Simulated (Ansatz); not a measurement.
PbSe (Clausthalite):

```
Pb Se
1.0
     0.00000    3.06065    3.06065
     3.06065    0.00000    3.06065
     3.06065    3.06065    0.00000
Pb Se
1 1
Direct
  0.00000 0.00000 0.00000
  0.50000 0.50000 0.50000
```

Base run:

```yaml
Program: Ansatz 0.2.0
Functional: PBEsol
Potentials_or_basis: all-electron PAW datasets made for the crystal
Cutoff: 240 eV (chosen from the basis error)
k_mesh: 6 × 6 × 6
Occupations: fermi-dirac, width 0.05 eV
Spin: no spin polarisation
```

Its results: band gap on the k mesh 0.20 eV, direct; pressure -0.6 GPa.

Q: The run is repeated on the same cell with these changes: functional from PBEsol to PBE0; cutoff from 240 eV (chosen from the basis error) to 270 eV (chosen from the basis error). What comes out?

A: Band gap on the k mesh 1.23 eV, direct; pressure 1.4 GPa.

PBE0 gives the wider gap, since exact exchange removes part of the self-interaction.

Caveats: spin-orbit coupling is left out, which as a rule narrows the gap of such compounds by several tenths of an eV.

A k mesh can miss the band edges.
